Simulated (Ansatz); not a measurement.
# HfO2: the cost of one run

Program: Ansatz 0.2.0. Level of theory: DFT r2SCAN, scalar-relativistic, plane waves, PAW. These are calculated values, not measurements.

1 further run of the same task is left out (set aside as unsound or not needed). Runs told in other sessions of the task aren't counted.

### Step 1. The structure to begin with

Symmetry: P2_1/c, No. 14, monoclinic system. Conventional cell: a = 5.114 Å, b = 5.182 Å, c = 5.295 Å, α = 90.00°, β = 99.46°, γ = 90.00°. Around Hf (site symmetry 1) lie 7 O at 2.04 to 2.25 Å. O (site symmetry 1) is surrounded by 4 Hf at 2.14 to 2.25 Å. O (site symmetry 1) is surrounded by 3 Hf at 2.04 to 2.14 Å.

As a file:

```
Hf O
1.0
     5.11419    0.00000   -0.00625
     0.00000    5.18172    0.00000
    -0.86439    0.00000    5.22446
Hf O
4 8
Direct
  0.27620 0.04183 0.20821
  0.72380 0.54183 0.29179
  0.72380 0.95817 0.79179
  0.27620 0.45817 0.70821
  0.44795 0.75765 0.47850
  0.55205 0.25765 0.02150
  0.55205 0.24235 0.52150
  0.44795 0.74235 0.97850
  0.07006 0.33377 0.34402
  0.92994 0.83377 0.15598
  0.92994 0.66623 0.65598
  0.07006 0.16623 0.84402
```

This cell was relaxed beforehand with the same method: volume 11.54 Å³/atom, gap on the mesh 4.59 eV.

### Step 2. Bands, states and charges

File input.yaml:

```yaml
crystal:
  lattice:
    - [5.1141923524, 0.0, -0.0062496887]
    - [0.0, 5.1817225201, 0.0]
    - [-0.8643909926, 0.0, 5.2244556569]
  atoms:
    - { symbol: Hf, position: [0.2761998699, 0.0418318844, 0.208210184] }
    - { symbol: Hf, position: [0.7238001301, 0.5418318844, 0.291789816] }
    - { symbol: Hf, position: [0.7238001301, 0.9581681156, 0.791789816] }
    - { symbol: Hf, position: [0.2761998699, 0.4581681156, 0.708210184] }
    - { symbol: O, position: [0.4479533927, 0.7576521437, 0.4784979924] }
    - { symbol: O, position: [0.5520466073, 0.2576521437, 0.0215020076] }
    - { symbol: O, position: [0.5520466073, 0.2423478563, 0.5215020076] }
    - { symbol: O, position: [0.4479533927, 0.7423478563, 0.9784979924] }
    - { symbol: O, position: [0.0700607269, 0.3337739748, 0.3440209872] }
    - { symbol: O, position: [0.9299392731, 0.8337739748, 0.1559790128] }
    - { symbol: O, position: [0.9299392731, 0.6662260252, 0.6559790128] }
    - { symbol: O, position: [0.0700607269, 0.1662260252, 0.8440209872] }
basis:
  ecutwfc: 500
kpoints:
  mp_grid: { grid: [6, 6, 6] }
  band_path:
    path:
      - [0.0, 0.0, 0.0]
      - [0.0, 0.5, 0.0]
      - [0.0, 0.5, 0.5]
      - [0.0, 0.0, 0.5]
      - [0.0, 0.0, 0.0]
      - [-0.5, 0.0, 0.5]
      - [-0.5, 0.5, 0.5]
      - [0.0, 0.5, 0.0]
      - [-0.5, 0.5, 0.0]
      - [-0.5, 0.0, 0.0]
      - [0.0, 0.0, 0.0]
    npoints: 10
hamiltonian:
  xc: r2scan
scf:
  occupations: { method: gaussian, width: 0.02 }
  n_extra_bands: 30
output:
  forces: true
  stress: true
  eigenvalues: true
  populations: true
  dos: { projected: true, de: 0.02, nscf_kmesh: { grid: [9, 9, 9] } }
  bader: false
  write_density: true
  write_potential: true
  elf: true
  volumetric_format: npy
```

Launch:

```sh
> ansatz run input.yaml --threads 2 --pin off --max-ram 5120MiB --backend cpu --events-out ev --progress --plain --runs-dir out
```

What time and memory should one allow on 2 threads of Intel Xeon Platinum 8488C (Sapphire Rapids), shared host?

About 2.9 min, with a peak of 2.4 GiB.
